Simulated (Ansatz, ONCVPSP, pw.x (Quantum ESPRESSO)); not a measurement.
boron (B): does the ONCV potential hold in the solid?

| Item | Value |
| --- | --- |
| Element | boron (B) |
| Generator | ONCVPSP 4.0.1.1 (patched build) |
| Type | optimised norm-conserving Vanderbilt (ONCV) |
| Functional | PBE |
| Relativity | scalar-relativistic |
| Frozen core | [He] |
| Valence charge | 3 |
| Reference configuration | 2s2 2p1 |
| Partial waves | 2s: rc 1.55 bohr, ncon 4, nbas 7, qcut 5.4 1/bohr, 1 projector; 2p: rc 3.80 bohr, ncon 4, nbas 9, qcut 4.1 1/bohr, 2 projectors, debl 2.1 Ha; d scattering state at 0.45 Ha: rc 3.15 bohr, ncon 4, nbas 7, qcut 2.8 1/bohr, 1 projector |
| Local potential | polynomial inside 1.20 bohr (lpopt 2, dvloc0 3 Ha) |
| Core correction | Teter function, fcfact 5.75, rcfact 1.75 |

Crystal test: fcc B in pw.x 7.5, no spin, 18³ k-points, Fermi–Dirac smearing 0.01 Ry, cutoffs 50/200 Ry. The reference is all-electron LAPW (Ansatz 0.2.0) with the same functional, mesh and smearing; V0 and B0 come from Birch–Murnaghan fits to the pressures at five volumes. Errors are pseudo minus all-electron; Δ is the rms difference of the E(V) curves that follow from these fits, minima aligned, over ±6 % about the mean V0. Mesh and smearing are coarse, so the numbers serve the comparison and aren't converged zero-temperature values; the lattice is a test structure that the element need not adopt.

All-electron: a0 = 2.867 Å (V0 = 5.89 Å³/atom), B0 = 270.8 GPa.

Problem. How far does the potential miss the all-electron equation of state?

Solution. converged, but broken (pressure over 100 GPa off). The pressure does not cross zero within the volumes sampled, so no fit is given. The largest radius (3.80 bohr) exceeds half the bond length (1.92 bohr), so the spheres overlap, which is one possible source of error among others. The pseudo pressure rises with volume over the whole range, a mechanical instability. A pressure error of this size marks a broken potential; the numbers have no physical meaning.

| V (Å³/atom) | P all-electron (GPa) | P pseudo (GPa) |
| --- | --- | --- |
| 5.603 | 14.83 | -204.34 |
| 5.751 | 6.76 | -192.22 |
| 5.898 | -0.40 | -180.69 |
| 6.045 | -6.74 | -169.79 |
| 6.193 | -12.37 | -159.56 |

Problem. At the middle volume, how do free energy and pressure move when the wave cutoff is lowered (ecutrho kept at four times it)?

Solution.

```csv
cutoff (Ry),shift of F (meV/atom),shift of P (GPa)
22,+28.6,-2.50
30,+4.1,-0.08
40,+0.9,+0.01
```

The run at the middle volume (195 k-points, 6 iterations) took about 2.6 s on one core of a shared host (AMD EPYC 9R45 96-Core Processor, 96 threads, 376 GiB, load 27).
